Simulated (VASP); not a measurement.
A run of VASP 6.6.1 is set up as follows.

Contents of INCAR:

```
PREC = Accurate
ENCUT = 520
EDIFF = 1E-7
ISMEAR = -1
SIGMA = 0.05
LREAL = False
LASPH = True
NELM = 100
ALGO = Fast
ISIF = 2
LWAVE = False
LCHARG = False
GGA = PE
NBANDS = 13
```

The input KPOINTS:

```
Automatic mesh
0
Gamma
  12 12 12
```

POSCAR

```
S
1.0
    0.0000000000      2.8960981135      2.8960981135
    2.8960981135      0.0000000000      2.8960981135
    2.8960981135      2.8960981135      0.0000000000
S
2
Direct
    0.0000000000      0.0000000000      0.0000000000
    0.2500000000      0.2500000000      0.2500000000
```

Potentials or basis: VASP PAW PBE potentials, release 64 (S).

Command:

```console
$ cat potpaw_PBE.64/S/POTCAR > POTCAR
$ mpirun -np 1 vasp_std > vasp.out
```

**Question.** Estimate the pressure.

**Answer.** -0.1 GPa.

**Question.** What does it give for the band gap on the k mesh?

**Answer.** None (metal or under the smearing width).
